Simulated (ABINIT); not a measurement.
A run of ABINIT 10.8.3 (patched build):

Contents of run.abi:

```
# Datasets: one volume each
ndtset 7
getwfk -1
scalecart1 3*0.9795861087
scalecart2 3*0.9864848297
scalecart3 3*0.9932883884
scalecart4 3*1.0000000000
scalecart5 3*1.0066227096
scalecart6 3*1.0131594038
scalecart7 3*1.0196128224

# Pseudopotentials
pp_dirpath "./"
pseudos "Sb.upf"

# Structure
acell 6.634410462 6.634410462 6.634410462
rprim
    -0.4490571073     0.4490571073     0.7724606325
     0.4490571073    -0.4490571073     0.7724606325
     0.4490571073     0.4490571073    -0.7724606325
ntypat 1
znucl 51
natom 1
typat 1
xred
     0.0000000000     0.0000000000     0.0000000000

# Plane-wave basis
ecut 40.0

# k points
kptopt 1
ngkpt 12 12 12
nshiftk 1
shiftk 0.0 0.0 0.0

# Exchange and correlation
ixc -116133

# Bands and occupations
nband 12
occopt 3
tsmear 0.00183747

# SCF cycle
nstep 100
tolvrs 1.0e-10

# Output
iomode 3
prtwf 1
prtden 0
prteig 0
prtebands 0
enunit 2
```

Potentials or basis: PseudoDojo NC SR PBEsol v0.4.1 standard.

Run with:

```sh
$ abinit run.abi > log 2>&1
```

Hardware: 1 thread of Arm Neoverse V1, on a shared host.

Q: Estimate the wall time of this run.

A: Run time: 12 min on 1 thread of Arm Neoverse V1, on a shared host, peak memory 0.17 GiB. Counts: scf iterations 50, mpi ranks 1, k points 163, bands 12, plane waves 2090.
